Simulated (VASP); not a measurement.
**SnSe: single point with PBEsol**

The system is SnSe.

```xyz
2
Lattice="0.0000 3.0100 3.0100 3.0100 0.0000 3.0100 3.0100 3.0100 0.0000" Properties=species:S:1:pos:R:3 pbc="T T T"
Sn    0.0000    0.0000    0.0000
Se    3.0100    3.0100    3.0100
```

Measurements of this composition are mostly on another form, of space group No. 62.

- Program: VASP 6.6.1
- Task: single point
- Functional: PBEsol
- Potentials or basis: VASP PAW PBE potentials, release 64 (Sn_d, Se)
- Cutoff: 520 eV
- k mesh: 4 × 4 × 4
- Occupations: gaussian, width 0.01 eV
- Spin: no spin polarisation
- Dipole correction: no
- Further INCAR settings: ALGO = Normal; EDIFF = 1e-07; NBANDS = 17

```json
{
  "Pressure": "-3.3 GPa",
  "Band gap on the k mesh": "0.63 eV, direct"
}
```

Levels at points of the mesh, in eV from the valence-band top:
| k point | band 7 | band 8 | band 9 | band 10 | band 11 | band 12 | band 13 | band 14 |
| --- | --- | --- | --- | --- | --- | --- | --- | --- |
| (0.00, 0.00, 0.00) | -5.03 | -2.13 | -2.13 | -2.13 | 4.37 | 4.37 | 4.37 | 5.90 |
| (0.50, 0.00, 0.00) | -7.99 | -1.88 | -1.88 | 0.00 | 0.63 | 1.31 | 1.31 | 8.20 |
| (0.50, 0.50, 0.00) | -5.95 | -5.43 | -3.58 | -3.58 | 3.01 | 5.40 | 5.40 | 5.99 |

Wall time 8.2 s on 1 thread of Intel(R) Xeon(R) Platinum 8488C (Sapphire Rapids), on a shared host, peak memory 0.17 GiB.

Caveat: the k mesh is coarse (spacing up to 0.45 Å⁻¹), so the values aren't converged; the PAW data sets were made with another functional, which shifts forces and pressure a little; spin-orbit coupling is left out, which moves the levels of the heavy elements. A k mesh can miss the band edges.
